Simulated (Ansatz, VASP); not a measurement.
## One calculation of Cr, two programs

File POSCAR:

```
Cr
1.0
    2.5424558388      0.0000000000      0.0000000000
   -1.2712279194      2.2018313444      0.0000000000
    0.0000000000      0.0000000000      2.3756071744
Cr
1
Direct
    0.0000000000      0.0000000000      0.0000000000
```

INCAR.step1

```
ALGO     = Normal         # electronic algorithm
EDIFF    = 1E-4           # SCF threshold, eV
ENCUT    = 600            # plane-wave cutoff, eV
GGA      = PE             # functional
ISMEAR   = 0              # smearing method
LASPH    = T              # aspherical terms in the spheres
LCHARG   = F              # write CHGCAR
LREAL    = F              # projectors in reciprocal space
LWAVE    = T              # write WAVECAR
NELM     = 100            # most SCF steps
PREC     = Accurate       # precision mode
SIGMA    = 0.1            # smearing width, eV
```

File INCAR.step2:

```
ALGO     = Normal         # electronic algorithm
EDIFF    = 1E-6           # SCF threshold, eV
EDIFFG   = -0.04          # ionic threshold
ENCUT    = 600            # plane-wave cutoff, eV
IBRION   = 2              # ionic algorithm
ISIF     = 3              # what is computed and relaxed
ISMEAR   = 0              # smearing method
ISTART   = 1            
LASPH    = T              # aspherical terms in the spheres
LCHARG   = F              # write CHGCAR
LMIXTAU  = T            
LREAL    = F              # projectors in reciprocal space
LWAVE    = F              # write WAVECAR
METAGGA  = R2SCAN         # meta-GGA
NELM     = 100            # most SCF steps
NSW      = 90             # ionic steps
PREC     = Accurate       # precision mode
SIGMA    = 0.1            # smearing width, eV
```

The input KPOINTS:

```
k-points
0
Gamma
  9 9 8
```

Input for Ansatz:

```yaml
crystal:
  lattice:
    - [2.5424558388, 0.0, 0.0]
    - [-1.2712279194, 2.2018313444, 0.0]
    - [0.0, 0.0, 2.3756071744]
  atoms:
    - { symbol: Cr, position: [0.0, 0.0, 0.0] }
basis:
  ecutwfc: 500
kpoints:
  mp_grid: { grid: [9, 9, 8] }
hamiltonian:
  xc: r2scan
scf:
  occupations: { method: gaussian, width: 0.1 }
  lower_state_search: "off"
output:
  forces: true
  stress: true
  eigenvalues: true
relax:
  adjacent_minimum: "off"
  f_tol: 0.04
  max_steps: 70
  cell: { stress_tol: 0.4 }
```

Alike in both runs: task relaxation of cell and atoms; functional r2SCAN; k mesh 9 × 9 × 8; occupations gaussian, width 0.1 eV; no spin polarisation.

```csv
,VASP,Ansatz
version,VASP 6.6.1,Ansatz 0.2.0
potentials or method,"VASP PAW PBE potentials, release 64 (Cr_pv)","scalar-relativistic, plane waves, PAW"
plane-wave cutoff (eV),600,500
valence electrons in the cell,12,14
```

|  | VASP | Ansatz | Ansatz less VASP |
| --- | --- | --- | --- |
| gap on the k mesh at the Fermi level, each at its own relaxed structure (eV) | none | none | - |
| relaxed volume (Å³/atom) | 12.19 | 12.15 | -0.035 |
| relaxed cell length with the largest relative difference (Å) | 2.310 | 2.307 | -0.0027 |
| energy change over the relaxation (meV/atom) | -62 | -64 | -2.8 |

A gap of «none» marks a metal or a gap that the smearing closes. The two sets of potentials don't hold the same shells in valence.

Caveats: the PAW data sets were made with another functional, which shifts forces and pressure a little (VASP); the run has no spin polarisation, though such a crystal can be magnetic. Spin polarisation is off, so any magnetic state and its effect on volume and gap are missing.
